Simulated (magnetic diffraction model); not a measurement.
## Moment size from magnetic intensity in Ba3Fe2P4

Space group C2/c (no. 15), a = 12.8400 Å, b = 9.3520 Å, c = 5.9870 Å, β = 94.29°.

```
site  atom       x       y       z
  4e    Ba     1/2  0.9105     1/4
  8f    Ba  0.1301  0.1240  0.5664
  8f    Fe  0.2836  0.1186  0.0508
  8f     P  0.3104  0.0418  0.3560
  8f     P  0.6400  0.7057  0.0421
```

The compound is invented for this exercise: a known structure type with other elements, its cell scaled to their sizes and not relaxed.

Only Fe is taken to order (form factors of Fe2+); orders and moment sizes are assumed, and not adapted to the symmetry. Radiation: neutrons of λ = 2.52 Å, 8° to 45°; isotropic B of 0.48 Å² (Ba), 0.72 Å² (Fe) and 0.79 Å² (P). Simulated constant-wavelength pattern: nuclear and magnetic terms add, the magnetic one as |2.695 fm × Σ f S⊥ exp(2πi Q·r) exp(−B s²)|², summed over all Q at one angle with the factor 1/(sin²θ cos θ). For collinear order S is the moment m, which repeats by lattice and centring translations R with the sign exp(−2πi k·R). Free-ion form factors, Sears's scattering lengths of 1992, no absorption; a label names one of the reflections at its angle. The strongest nuclear line in the range is 100, and lines under 0.2 are left out.

In a first state the assumed order is k = (0 0 0), collinear moments along [111], 1.98 μB on Fe; signs + at (0.2836, 0.1186, 0.0508), − at (0.7164, 0.1186, 0.4492), − at (0.7164, 0.8814, 0.9492), + at (0.2836, 0.8814, 0.5508), with this pattern:

| 2θ (°) | index | nuclear | magnetic |
| --- | --- | --- | --- |
| 19.21 | (1 1 0) | 9.7 | 17.8 |
| 22.70 | (2 0 0) | 100.0 | 1.4 |
| 30.52 | (1 1 -1) | 34.1 | 0.1 |
| 31.26 | (0 2 0) | 1.8 | 0.0 |
| 31.89 | (1 1 1) | 39.6 | 1.4 |
| 37.87 | (3 1 0) | 3.6 | 2.0 |
| 38.98 | (2 2 0) | 2.3 | 0.0 |
| 40.03 | (0 2 1) | 1.0 | 7.4 |
| 44.03 | (3 1 -1) | 28.5 | 0.3 |

**Question.** Nearer the ordering temperature the line at 19.21° has total intensity 14.1 on the same scale, and all moments have shrunk alike. How large is the Fe moment?

The nuclear part, 9.7, stays, so the magnetic part is 4.5 against 17.8. It goes as m², so m = 1.98 × √(4.5/17.8) = 1.00 μB; the value used was 0.99 μB.

[Logs are printed without paths, hosts, clocks, repeated set-up lines and the standing remarks that a program may print on its own settings, such as how far it seeks lower states.]
